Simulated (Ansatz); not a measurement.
MnS:

```
CELL_PARAMETERS angstrom
0.00000 2.47346 2.47346
2.47346 0.00000 2.47346
2.47346 2.47346 0.00000
ATOMIC_POSITIONS crystal
Mn 0.00000 0.00000 0.00000
S 0.75000 0.75000 0.75000
```

The cell is a database's computed one.

| Quantity | Value |
| --- | --- |
| Program | Ansatz 0.2.0 |
| Task | single point |
| Functional | PBE |
| Potentials or basis | all-electron LAPW, scalar-relativistic |
| Cutoff | 344 eV (chosen from the basis error) |
| Basis error allowed | 0.001 eV/atom |
| k mesh | 9 × 9 × 9 |
| Occupations | fermi-dirac, width 0.05 eV |
| Spin | collinear spin, ferromagnetic start |
| Starting moments | [4.0, 0.0] μB |

On this cell: pressure 3.0 GPa; largest force zero by symmetry; net moment 0.23 μB per cell; site moments Mn +0.22; S -0.00 μB; band gap on the k mesh none (metal or under the smearing width).

The same run follows on a disturbed copy (atoms moved at random, drawn with an rms of 0.05 Å):

```
Mn S
1.0
     0.00000    2.47346    2.47346
     2.47346    0.00000    2.47346
     2.47346    2.47346    0.00000
Mn S
1 1
Cartesian
  -0.0059 0.0120 -0.0006
  3.6968 3.6845 3.6093
```

Question: What changes?

Answer: The energy (extrapolated to zero smearing) moves by +39.2 meV/atom; pressure 3.9 GPa; largest force 1.474 eV/Å; net moment 0.22 μB per cell; site moments Mn +0.21; S -0.00 μB; band gap on the k mesh none (metal or under the smearing width).

Forces on the atoms (eV/Å):
```
Mn   0.095 -0.508 -1.381
S   -0.095  0.508  1.381
```

Stress tensor (GPa, compression positive):
```
 3.99 -8.01 -2.87
-8.01  3.97  0.10
-2.87  0.10  3.83
```

Caveats: the moment fell far below its start of 4 μB, so a state of higher moment may lie lower in energy; semilocal functionals often make such compounds metallic where correlation or magnetic order opens a gap, which also shifts bond lengths; the starting moments weren't kept.
